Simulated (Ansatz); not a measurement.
# PbSe (Clausthalite) (Fm-3m) in Ansatz: notebook

One crystal, PbSe (Clausthalite), is run at these levels: PBE+D3(BJ), PBE+D4, revPBE, BLYP; tasks: relaxation of cell and atoms.

Program: Ansatz 0.2.0. These are calculated values, not measurements. Logs are shortened: lines on timing, memory, paths and dates and some standing lists are left out, and cuts for length are marked.

### Step 1. The crystal as given

Symmetry: Fm-3m, No. 225, cubic system. Conventional cell: a = 6.121 Å, b = 6.121 Å, c = 6.121 Å, α = 90.00°, β = 90.00°, γ = 90.00°. Around Pb (site symmetry m-3m) lie 6 Se at 3.06 Å. Around Se (site symmetry m-3m) lie 6 Pb at 3.06 Å.

### Step 2. Relaxation of cell and atoms, PBE+D3(BJ)

File input.yaml:

```yaml
crystal:
  lattice:
    - [0.0, 3.06065, 3.06065]
    - [3.06065, 0.0, 3.06065]
    - [3.06065, 3.06065, 0.0]
  atoms:
    - { symbol: Pb, position: [0.0, 0.0, 0.0] }
    - { symbol: Se, position: [0.5, 0.5, 0.5] }
hamiltonian:
  xc: pbe
  pseudopotentials: { kind: paw }
  dispersion: d3bj
kpoints:
  mp_grid: { grid: [8, 8, 8] }
scf:
  occupations: { method: fermi_dirac, width: 0.05 }
output:
  forces: true
  stress: true
  write_density: true
  write_potential: true
  elf: true
  volumetric_format: npy
relax:
  f_tol: 0.01
  max_steps: 40
  cell: { stress_tol: 0.05 }
```

Potentials or basis: Ansatz PAW.

Command:

```
> ansatz run input.yaml --threads 2 --pin off --max-ram 5632MiB --backend cpu --events-out ev --progress --plain --runs-dir out
```

The log of the run:

```text
Warning: RAYON_NUM_THREADS=2 ignored (pool sized by the plan → 2); use --threads N
Engine: ansatz 0.2.0, aarch64-unknown-linux-gnu
Pseudopotentials: kind: paw
Pseudopotential: Pb, paw, valence charge 14, recommended cutoff 420 eV (normal), Pb.paw.azcp
Pseudopotential: Se, paw, valence charge 16, recommended cutoff 420 eV (normal), Se.paw.azcp
Functional definition: PBE
  parameter kappa = 0.804
  parameter beta = 0.06672455060314922
  exchange = pbe_x(kappa = kappa, mu = beta*pi^2/3)
  correlation = pbe_c(beta = beta)
Crystal: 2 atoms, lattice volume = 57.342 Å³
Basis set: ecut = 420 eV, 1139 PW (Γ), exchange–correlation on 60×60×60 points (8 copies of the dense FFT grid, shifted against one another)
Bands: 19, of which v1, the nominal top of the filled ones, is band 15 counted from 1 (14 counted from 0)
Symmetry: 48 space group operations
Space group: Fm-3m (ITA 225), of the structure as read, at distance tolerance 3.9e-5 Å
k-points: 29 of 512
Non-local potential: Pb, projectors of the file, l = 0: 2, l = 1: 2, l = 2: 2, l = 3: 2
Non-local potential: Se, projectors of the file, l = 0: 2, l = 1: 2, l = 2: 3, l = 3: 1
PAW form: soft (Blöchl's): semilocal exchange-correlation on the pseudo side does not see the compensation charge
PAW one-centre angular grid: Pb, 590 points (default); XC on 64 Gauss nodes
PAW one-centre angular grid: Se, 590 points (default); XC on 64 Gauss nodes
Initial density: superposition of atomic densities (neutral atoms: chi_scale 0, normalization atom), corrected by the library's trained network
Initial wavefunctions: pseudopotential atomic-orbital guess
Functional: x = pbe(κ = 0.804, μ = 0.2195149727645171), c = pbe(β = 0.06672455060314922)
SCF iter   1: F=—  HF=-17377.340861 eV  |F-HF|=—  |Δ(HF+E_count)|=         —  Δρ=5.49e-4  dr2=1.76e-4  ethr=1.77e-3  ⟨swp⟩=6.0  Hψ=2661  notcnv=0
preconditioner: auto → none  [insulator: Δε(μ)=0.288 eV  Ē_g=15.323 eV  σ=0.050 eV  W_gap=0.89  n_scr=14 (ndim 8)  ℏωp=21.9 eV  f_vac=0.019  D(μ)=0.03/eV (n_scr^D=0)  ε∞_Penn≈3.0]
SCF iter   2: F=—  HF=-17377.339933 eV  |F-HF|=—  |Δ(HF+E_count)|=   9.28e-4  Δρ=3.62e-4  dr2=3.92e-5  ethr=5.86e-7  ⟨swp⟩=2.3  Hψ=1237  notcnv=0
SCF iter   3: F=—  HF=-17377.339941 eV  |F-HF|=—  |Δ(HF+E_count)|=   8.00e-6  Δρ=1.85e-4  dr2=9.40e-6  ethr=1.31e-7  ⟨swp⟩=2.0  Hψ=941  notcnv=0
SCF iter   4: F=—  HF=-17377.339959 eV  |F-HF|=—  |Δ(HF+E_count)|=   1.78e-5  Δρ=4.65e-5  dr2=1.38e-6  ethr=3.13e-8  ⟨swp⟩=2.0  Hψ=987  notcnv=0
SCF iter   5: F=—  HF=-17377.339958 eV  |F-HF|=—  |Δ(HF+E_count)|=   6.24e-7  Δρ=1.74e-5  dr2=2.18e-7  ethr=4.60e-9  ⟨swp⟩=2.0  Hψ=829  notcnv=0
SCF iter   6: F=-17377.339958 eV  HF=-17377.339958 eV  |F-HF|=3.47e-8  |Δ(HF+E_count)|=   1.06e-7  Δρ=7.05e-6  dr2=2.63e-8  ethr=3.33e-10  ⟨swp⟩=8.0  Hψ=3516  notcnv=0
SCF 1 converged in 6 iterations: F = -17377.339958 eV  dr2 = 2.63e-8
relax step   1: F+E_penalty+E_count = -17377.33995800 eV  Δ(F+E_penalty+E_count) = +0.000e0 eV  max|allowed force component| = 1.256e-29 eV/Å  Δτ_max = 0.0000 Å  P = +0.309 GPa  Ω = 57.342 Å³  (6 SCF iters, dr2 threshold 1.00e-7 eV, accepted)
Crystal: 2 atoms, lattice volume = 57.844 Å³
Initial density: handed on by an earlier stage of this run
Initial wavefunctions: those handed on with the density
iter 1 solved again at ethr=4.48e-7 eV; its pass at ethr=3.10e-3 eV (dr2=1.34e-4 eV) is discarded
SCF iter   1: F=—  HF=-17377.340167 eV  |F-HF|=—  |Δ(HF+E_count)|=         —  Δρ=1.79e-4  dr2=3.35e-5  ethr=4.48e-7  ⟨swp⟩=2.6  Hψ=3189  notcnv=0
preconditioner: auto → none  [insulator: Δε(μ)=0.317 eV  Ē_g=15.289 eV  σ=0.050 eV  W_gap=0.92  n_scr=14 (ndim 8)  ℏωp=21.8 eV  f_vac=0.024  D(μ)=0.02/eV (n_scr^D=0)  ε∞_Penn≈3.0]
SCF iter   2: F=—  HF=-17377.340163 eV  |F-HF|=—  |Δ(HF+E_count)|=   4.57e-6  Δρ=9.93e-5  dr2=7.15e-6  ethr=1.12e-7  ⟨swp⟩=2.0  Hψ=671  notcnv=0
SCF iter   3: F=—  HF=-17377.340163 eV  |F-HF|=—  |Δ(HF+E_count)|=   3.23e-7  Δρ=4.12e-5  dr2=1.37e-6  ethr=2.38e-8  ⟨swp⟩=3.0  Hψ=990  notcnv=0
SCF iter   4: F=-17377.340163 eV  HF=-17377.340163 eV  |F-HF|=1.61e-8  |Δ(HF+E_count)|=   3.05e-7  Δρ=6.40e-6  dr2=1.80e-8  ethr=6.67e-10  ⟨swp⟩=6.4  Hψ=3473  notcnv=0
SCF 2 converged in 4 iterations: F = -17377.340163 eV  dr2 = 1.80e-8
relax step   2: F+E_penalty+E_count = -17377.34016330 eV  Δ(F+E_penalty+E_count) = -2.053e-4 eV  max|allowed force component| = 7.560e-30 eV/Å  Δτ_max = 0.0000 Å  P = -0.142 GPa  Ω = 57.844 Å³  energy of the carried Pulay correction = -5.125e-5 eV  (4 SCF iters, dr2 threshold 2.00e-7 eV, accepted)
Crystal: 2 atoms, lattice volume = 57.685 Å³
iter 1 solved again at ethr=4.47e-8 eV; its pass at ethr=3.10e-3 eV (dr2=1.34e-5 eV) is discarded
SCF iter   1: F=—  HF=-17377.340252 eV  |F-HF|=—  |Δ(HF+E_count)|=         —  Δρ=5.50e-5  dr2=3.28e-6  ethr=4.47e-8  ⟨swp⟩=2.6  Hψ=3160  notcnv=0
preconditioner: auto → none  [insulator: Δε(μ)=0.306 eV  Ē_g=15.301 eV  σ=0.050 eV  W_gap=0.91  n_scr=14 (ndim 8)  ℏωp=21.9 eV  f_vac=0.021  D(μ)=0.03/eV (n_scr^D=0)  ε∞_Penn≈3.0]
SCF iter   2: F=—  HF=-17377.340251 eV  |F-HF|=—  |Δ(HF+E_count)|=   1.33e-6  Δρ=3.13e-5  dr2=6.69e-7  ethr=1.09e-8  ⟨swp⟩=2.0  Hψ=672  notcnv=0
SCF iter   3: F=—  HF=-17377.340251 eV  |F-HF|=—  |Δ(HF+E_count)|=   2.66e-8  Δρ=1.22e-5  dr2=1.22e-7  ethr=2.23e-9  ⟨swp⟩=3.0  Hψ=989  notcnv=0
SCF iter   4: F=-17377.340251 eV  HF=-17377.340251 eV  |F-HF|=1.40e-9  |Δ(HF+E_count)|=   1.09e-8  Δρ=1.93e-6  dr2=1.80e-9  ethr=1.68e-10  ⟨swp⟩=7.8  Hψ=3001  notcnv=0
SCF 3 converged in 4 iterations: F = -17377.340251 eV  dr2 = 1.80e-9
relax step   3: F+E_penalty+E_count = -17377.34025070 eV  Δ(F+E_penalty+E_count) = -8.740e-5 eV  max|allowed force component| = 2.511e-29 eV/Å  Δτ_max = 0.0000 Å  P = -0.001 GPa  Ω = 57.685 Å³  energy of the carried Pulay correction = -3.509e-5 eV  (4 SCF iters, dr2 threshold 5.04e-8 eV, accepted)
Initial wavefunctions: pseudopotential atomic-orbital guess (no wavefunctions were taken with the density)
iter 1 solved again at ethr=7.74e-8 eV; its pass at ethr=3.10e-3 eV (dr2=2.32e-5 eV) is discarded
SCF iter   1: F=—  HF=-17377.337433 eV  |F-HF|=—  |Δ(HF+E_count)|=         —  Δρ=4.86e-4  dr2=3.58e-6  ethr=7.74e-8  ⟨swp⟩=3.0  Hψ=4151  notcnv=0
preconditioner: auto → none  [insulator: Δε(μ)=0.308 eV  Ē_g=15.301 eV  σ=0.050 eV  W_gap=0.91  n_scr=14 (ndim 8)  ℏωp=21.9 eV  f_vac=0.023  D(μ)=0.03/eV (n_scr^D=0)  ε∞_Penn≈3.0]
SCF iter   2: F=—  HF=-17377.339576 eV  |F-HF|=—  |Δ(HF+E_count)|=   2.14e-3  Δρ=2.44e-4  dr2=1.16e-6  ethr=1.19e-8  ⟨swp⟩=2.0  Hψ=694  notcnv=0
SCF iter   3: F=—  HF=-17377.340141 eV  |F-HF|=—  |Δ(HF+E_count)|=   5.65e-4  Δρ=1.06e-4  dr2=1.98e-7  ethr=3.88e-9  ⟨swp⟩=2.0  Hψ=697  notcnv=0
SCF iter   4: F=—  HF=-17377.340272 eV  |F-HF|=—  |Δ(HF+E_count)|=   1.31e-4  Δρ=1.17e-5  dr2=5.97e-9  ethr=6.60e-10  ⟨swp⟩=2.0  Hψ=982  notcnv=0
SCF iter   5: F=—  HF=-17377.340274 eV  |F-HF|=—  |Δ(HF+E_count)|=   1.50e-6  Δρ=1.17e-6  dr2=3.91e-10  ethr=1.99e-11  ⟨swp⟩=2.0  Hψ=982  notcnv=0
SCF iter   6: F=—  HF=-17377.340274 eV  |F-HF|=—  |Δ(HF+E_count)|=   8.85e-9  Δρ=2.44e-7  dr2=4.53e-11  ethr=1.30e-12  ⟨swp⟩=2.0  Hψ=680  notcnv=0
SCF iter   7: F=-17377.340274 eV  HF=-17377.340274 eV  |F-HF|=3.64e-12  |Δ(HF+E_count)|=  1.75e-10  Δρ=8.50e-8  dr2=7.27e-12  ethr=1.00e-12  ⟨swp⟩=5.9  Hψ=2257  notcnv=0
SCF 4 converged in 7 iterations: F = -17377.340274 eV  dr2 = 7.27e-12
relax step   4: F+E_penalty+E_count = -17377.34027354 eV  Δ(F+E_penalty+E_count) = -2.284e-5 eV  max|allowed force component| = 3.024e-30 eV/Å  Δτ_max = 0.0000 Å  P = -0.001 GPa  Ω = 57.685 Å³  stress off target by 1.30e-3 GPa  SCF on the basis re-selected at this cell (its energy is not comparable with the rows above)  (7 SCF iters)
basis re-selected at this cell: Δ(F+E_penalty+E_count) = -2.284e-5 eV, ΔP = -0.000 GPa vs the last step (what re-selecting the basis moved, of the pressure what is left beyond the Pulay correction that the steps carried, after the strain that the cell walked since its last selection, with what the two solves' SCF thresholds leave and, on support functions, any second-order correction that the steps lacked; it is no measure of the basis error at this ecutwfc). This SCF's stress stands 1.30e-3 GPa from its target on what of the cell is left free (relax.cell.stress_tol is 5.00e-2 GPa) and its largest allowed force component is 3.02e-30 eV/Å (relax.f_tol is 1.00e-2 eV/Å): within both
SCF converged after 7 iterations
Free energy (F): -17377.340274 eV
Harris-Foulkes:  -17377.340274 eV  (|F-HF|=3.64e-12)
Internal energy: -17377.339988 eV  (E = F + TS)
E sigma→0 (E₀):  -17377.340131 eV
Entropy (-TS):   -0.000286 eV (-0.143 meV/atom)
Fermi energy:    9.084945 eV
--- Per-component energies (eV) ---
  E_band       = -427.385243
  E_kinetic    = 406.090183
  E_local      = -3537.091613  (includes V_loc(G=0)·N_el)
  E_nonlocal   = -245.936423
  E_hartree    = 1646.484817
  E_xc         = -325.767719
  E_vxc        = -231.458440  (∫ρ·V_xc dr)
  E_paw        = -12314.666746  (= ΣΔE_a)
  E_vpaw       = -111.958101  (= ΣTr[D̂ρ^β])
  E_aug_tail   = -0.000624  (compensation charges beyond the density's cutoff)
  E_ewald      = -3005.719554
  E_disp       = -0.732308  (pairwise vdW)
  E_smearing   = -0.000286  (= −TS)
  E_closure    = 0.000000  (closes the sum)
  Σ components = -17377.340274   (vs F -17377.340274, Δ=0.00e0)
--- Forces (eV/Å), atoms counted from 1 ---
  atom   1  Pb    -0.00000000     0.00000000    -0.00000000
  atom   2  Se    -0.00000000     0.00000000    -0.00000000
  max |Σ_I F_I| component: 1.60e-29 eV/Å
--- Stress (GPa, compression-positive) ---
       -0.001299      -0.000000      -0.000000
       -0.000000      -0.001299      -0.000000
       -0.000000      -0.000000      -0.001299
  P = ⅓ Tr σ = -0.0013 GPa (-0.013 kbar)
--- Band table (eV; the first three rows and the last of 29) ---
  k-point 0: bands = ["-38.2661", "-38.2661", "-38.2638", "-38.2638", "-38.2638", "-7.9016", "-7.9016", "-7.9016", "-7.8974", "-7.8974", "-4.6144", "2.6266", "7.0779", "7.0779", "7.0779", "13.6312", "13.6312", "13.6312", "15.4670"]
  k-point 1: bands = ["-38.2661", "-38.2661", "-38.2638", "-38.2638", "-38.2638", "-7.9021", "-7.9021", "-7.9010", "-7.8958", "-7.8958", "-4.4975", "2.2401", "7.1185", "7.1185", "7.3485", "12.5771", "12.9634", "12.9634", "15.2848"]
  k-point 2: bands = ["-38.2661", "-38.2661", "-38.2638", "-38.2638", "-38.2638", "-7.9102", "-7.9102", "-7.8998", "-7.8848", "-7.8848", "-4.1769", "1.3842", "7.2371", "7.2371", "7.8956", "11.0971", "11.8500", "11.8500", "15.4741"]
  k-point 28: bands = ["-38.2661", "-38.2661", "-38.2638", "-38.2638", "-38.2637", "-7.9862", "-7.8979", "-7.8895", "-7.8895", "-7.8579", "-3.1748", "0.9483", "4.7454", "4.7454", "8.1484", "10.8269", "13.8774", "13.8774", "16.6515"]
--- Relaxed structure (3 steps of the walk, 3 accepted, 1 SCFs on fresh bases) ---
  F+E_penalty+E_count = -17377.34027354 eV   max|allowed force component| = 3.024e-30 eV/Å   (the final SCF, on the basis selected at the relaxed cell)
  cell:  # Å, volume = 57.6851 Å³
    - [1.7833802115134564e-34, 3.066747131042748, 3.066747131042748]
    - [3.066747131042748, -3.1846075205597433e-35, 3.066747131042748]
    - [3.066747131042748, 3.066747131042748, 9.55382256167923e-35]
  atoms:
    - { symbol: Pb, position: [-1.3519154803174064e-36, 1.474816887620707e-36, 1.3928826160798391e-36] }
    - { symbol: Se, position: [0.49999999999999994, 0.49999999999999994, 0.49999999999999994] }
```

Wall time 4.3 s (2 threads of Arm Neoverse V1, shared host); peak memory 0.36 GiB.

What came out:

* Free energy: -17377.3403 eV
* Relaxed volume: 28.84 Å³/atom
* Relaxed cell: a = 4.337 Å, b = 4.337 Å, c = 4.337 Å, α = 60.00°, β = 60.00°, γ = 60.00°
* Space group after relaxing (to 0.05 Å): Fm-3m (No. 225)
* Energy gained by relaxing: 0.2 meV/atom
* Ionic steps: 4
* Pressure after relaxing: 0.0 GPa
* Band gap on the k mesh: 0.31 eV, direct

Step by step:
```tsv
step	energy change (eV)	largest force (eV/Å)	volume (Å³)
1	0.0000	0.0000	57.34
2	-0.0002	0.0000	57.84
3	-0.0003	0.0000	57.69
4	-0.0003	0.0000	57.69
```

Final structure:
```cif
data_structure
_symmetry_space_group_name_H-M 'P 1'
_symmetry_Int_Tables_number 1
_cell_length_a 4.3370
_cell_length_b 4.3370
_cell_length_c 4.3370
_cell_angle_alpha 60.000
_cell_angle_beta 60.000
_cell_angle_gamma 60.000
_cell_volume 57.69
loop_
_atom_site_label
_atom_site_type_symbol
_atom_site_fract_x
_atom_site_fract_y
_atom_site_fract_z
_atom_site_occupancy
Pb1 Pb 0.00000 0.00000 0.00000 1
Se1 Se 0.50000 0.50000 0.50000 1
```

Caveat: the plane-wave basis is chosen anew once the cell has moved, so the energies of steps on either side of that aren't comparable; spin-orbit coupling is left out, which as a rule narrows the gap of such compounds by several tenths of an eV.

### Step 3. Relaxation of cell and atoms, PBE+D4

Changes to input.yaml since step 2:

```diff
@@ -11,3 +11,3 @@
   pseudopotentials: { kind: paw }
-  dispersion: d3bj
+  dispersion: d4
 kpoints:
@@ -19,6 +19,2 @@
   stress: true
-  write_density: true
-  write_potential: true
-  elf: true
-  volumetric_format: npy
 relax:
```

Potentials or basis: Ansatz PAW.

Command:

```
> ansatz run input.yaml --threads 2 --pin off --max-ram 5632MiB --backend cpu --events-out ev --progress --plain --runs-dir out
```

Run time: 3.5 s. Hardware: 2 threads of Arm Neoverse V1, shared host; peak memory 0.35 GiB.

The run converged. Its results:

| Item | Value |
| --- | --- |
| Free energy | -17377.4022 eV |
| Relaxed volume | 28.84 Å³/atom |
| Relaxed cell | a = 4.337 Å, b = 4.337 Å, c = 4.337 Å, α = 60.00°, β = 60.00°, γ = 60.00° |
| Space group after relaxing (to 0.05 Å) | Fm-3m (No. 225) |
| Energy gained by relaxing | 0.2 meV/atom |
| Ionic steps | 4 |
| Pressure after relaxing | 0.0 GPa |

Step by step:
| step | energy change (eV) | largest force (eV/Å) | volume (Å³) |
| --- | --- | --- | --- |
| 1 | 0.0000 | 0.0000 | 57.34 |
| 2 | -0.0002 | 0.0000 | 57.83 |
| 3 | -0.0003 | 0.0000 | 57.68 |
| 4 | -0.0003 | 0.0000 | 57.68 |

Final structure:
```yaml
crystal:
  lattice:
    - [0.00000, 3.06670, 3.06670]
    - [3.06670, 0.00000, 3.06670]
    - [3.06670, 3.06670, 0.00000]
  atoms:
    - { symbol: Pb, position: [0.00000, 0.00000, 0.00000] }
    - { symbol: Se, position: [0.50000, 0.50000, 0.50000] }
```

Caveat: the plane-wave basis is chosen anew once the cell has moved, so the energies of steps on either side of that aren't comparable. Spin-orbit coupling is left out, which matters for the levels of Pb.

### Step 4. Relaxation of cell and atoms, revPBE

Changes to input.yaml since step 3:

```diff
@@ -9,5 +9,4 @@
 hamiltonian:
-  xc: pbe
+  xc: revpbe
   pseudopotentials: { kind: paw }
-  dispersion: d4
 kpoints:
```

Command:

```
> ansatz run input.yaml --threads 2 --pin off --max-ram 5632MiB --backend cpu --events-out ev --progress --plain --runs-dir out
```

Run time: 5 s. Hardware: 2 threads of Arm Neoverse V1, shared host; peak memory 0.35 GiB.

The run converged. Its results:

| Item | Value |
| --- | --- |
| Free energy | -17391.8071 eV |
| Relaxed volume | 30.86 Å³/atom |
| Relaxed cell | a = 4.436 Å, b = 4.436 Å, c = 4.436 Å, α = 60.00°, β = 60.00°, γ = 60.00° |
| Space group after relaxing (to 0.05 Å) | Fm-3m (No. 225) |
| Energy gained by relaxing | 23.9 meV/atom |
| Ionic steps | 5 |
| Pressure after relaxing | 0.0 GPa |
| Band gap on the k mesh | 0.57 eV |

Step by step:
```tsv
step	energy change (eV)	largest force (eV/Å)	volume (Å³)
1	0.0000	0.0000	57.34
2	-0.0401	0.0000	63.60
3	-0.0472	0.0000	61.96
4	-0.0474	0.0000	61.72
5	-0.0477	0.0000	61.72
```

Final structure:
```
Pb Se
1.0
     0.00000    3.13672    3.13672
     3.13672    0.00000    3.13672
     3.13672    3.13672    0.00000
Pb Se
1 1
Direct
  0.00000 0.00000 0.00000
  0.50000 0.50000 0.50000
```

Caveat: the plane-wave basis is chosen anew once the cell has moved, so the energies of steps on either side of that aren't comparable; spin-orbit coupling is left out, which as a rule narrows the gap of such compounds by several tenths of an eV; the PAW data sets come from PBE, with cores solved anew for the run's functional, which leaves a small shift of forces and pressure.

### Step 5. Relaxation of cell and atoms, BLYP

Changes to input.yaml since step 4:

```diff
@@ -9,3 +9,3 @@
 hamiltonian:
-  xc: revpbe
+  xc: blyp
   pseudopotentials: { kind: paw }
```

Command:

```
> ansatz run input.yaml --threads 2 --pin off --max-ram 5632MiB --backend cpu --events-out ev --progress --plain --runs-dir out
```

Run time: 4.6 s. Hardware: 2 threads of Arm Neoverse V1, shared host; peak memory 0.36 GiB.

Results (log left out):

| Item | Value |
| --- | --- |
| Free energy | -17416.0735 eV |
| Relaxed volume | 32.11 Å³/atom |
| Relaxed cell | a = 4.495 Å, b = 4.495 Å, c = 4.495 Å, α = 60.00°, β = 60.00°, γ = 60.00° |
| Space group after relaxing (to 0.05 Å) | Fm-3m (No. 225) |
| Energy gained by relaxing | 57.0 meV/atom |
| Ionic steps | 5 |
| Pressure after relaxing | 0.0 GPa |
| Band gap on the k mesh | 0.69 eV |

Step by step:
```tsv
step	energy change (eV)	largest force (eV/Å)	volume (Å³)
1	0.0000	0.0000	57.34
2	-0.1063	0.0000	66.14
3	-0.1128	0.0000	64.59
4	-0.1131	0.0000	64.23
5	-0.1139	0.0000	64.23
```

Final structure:
```xyz
2
Lattice="0.0000 3.1785 3.1785 3.1785 0.0000 3.1785 3.1785 3.1785 0.0000" Properties=species:S:1:pos:R:3 pbc="T T T"
Pb    0.0000    0.0000    0.0000
Se    3.1785    3.1785    3.1785
```

Caveat: the plane-wave basis is chosen anew once the cell has moved, so the energies of steps on either side of that aren't comparable; spin-orbit coupling is left out, which as a rule narrows the gap of such compounds by several tenths of an eV; the volume moved by +12 % from the deposited cell, more than functionals usually miss; the PAW data sets come from PBE, with cores solved anew for the run's functional, which leaves a small shift of forces and pressure.

### Step 6. Summary

| level | gap on the mesh (eV) | pressure (GPa) | relaxed volume (Å³/atom) |
| --- | --- | --- | --- |
| PBE+D3(BJ) | 0.31 | 0.0 | 28.84 |
| PBE+D4 | - | 0.0 | 28.84 |
| revPBE | 0.57 | 0.0 | 30.86 |
| BLYP | 0.69 | 0.0 | 32.11 |

Alike in all rows: task relaxation of cell and atoms; potentials or basis Ansatz PAW; no spin polarisation; cell relaxed; k mesh 8 × 8 × 8; cutoff (eV) 420; smearing fermi-dirac 0.05 eV.

Caveats: the plane-wave basis is chosen anew once the cell has moved, so the energies of steps on either side of that aren't comparable; spin-orbit coupling is left out, which as a rule narrows the gap of such compounds by several tenths of an eV (some runs); the PAW data sets come from PBE, with cores solved anew for the run's functional, which leaves a small shift of forces and pressure (some runs); the volume moved by +12 % from the deposited cell, more than functionals usually miss (some runs).

Absolute energies hang on the potentials; compare differences alone.

### Step 7. How close it comes

Step 2. The cell as given is a measured one (28.67 Å³/atom); PBE+D3(BJ) puts the equilibrium volume +0.6 % from it, thermal expansion not counted.

Step 3. The cell as given is a measured one (28.67 Å³/atom); PBE+D4 puts the equilibrium volume +0.6 % from it, thermal expansion not counted.

Step 4. The cell as given is a measured one (28.67 Å³/atom); revPBE puts the equilibrium volume +7.6 % from it, thermal expansion not counted.

Step 5. The cell as given is a measured one (28.67 Å³/atom); BLYP puts the equilibrium volume +12.0 % from it, thermal expansion not counted.
